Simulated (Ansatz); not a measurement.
HfC in Ansatz: convergence with xc grid

Input of the first run (xc grid 1); the others differ in this setting and in those tied to it:

File input.yaml:

```yaml
crystal:
  lattice:
    - [0.0, 2.325, 2.325]
    - [2.325, 0.0, 2.325]
    - [2.325, 2.325, 0.0]
  atoms:
    - { symbol: Hf, position: [0.488724, 0.508325, 0.488419] }
    - { symbol: C, position: [-0.009852, 0.0191, -0.006335] }
kpoints:
  mp_grid: { grid: [6, 6, 6] }
scf:
  occupations: { method: fermi_dirac, width: 0.05 }
hamiltonian:
  xc: pbesol
  pseudopotentials: { kind: all_electron, lapw: { basis_error: 0.001 } }
output:
  forces: true
  stress: true
  eigenvalues: true
basis:
  xc_grid: 1
```

Potentials or basis: all-electron LAPW, scalar-relativistic.

The run is started by

```console
$ ansatz run input.yaml --threads 1 --pin off --max-ram 3072MiB --backend cpu --events-out ev --progress --plain --runs-dir out
```

The cell isn't the ideal one: atoms moved at random, drawn with an rms of 0.05 Å.

Hardware: 1 thread of Intel(R) Xeon(R) Platinum 8488C (Sapphire Rapids), with other jobs on the host.

```tsv
xc grid	energy less the tightest run, at zero smearing (meV/atom)	SCF cycles	CPU time (s)	peak memory (GiB)
1	0.00	8	26	0.45
2	0.00	8	24	0.44
3	0.00	8	24	0.45
4	0.00	8	25	0.44
```

Against the tightest run, the energy stays within 1 meV/atom from 1 on. The tightest run that finished is the yardstick and may itself not be fully converged.

Caveat, for the tightest run too: the k mesh is coarse (spacing up to 0.39 Å⁻¹), so the values aren't converged; the k mesh is thin for a metal, which can move the energy by tens of meV per atom. Spin-orbit coupling is left out, which matters for the levels of Hf.
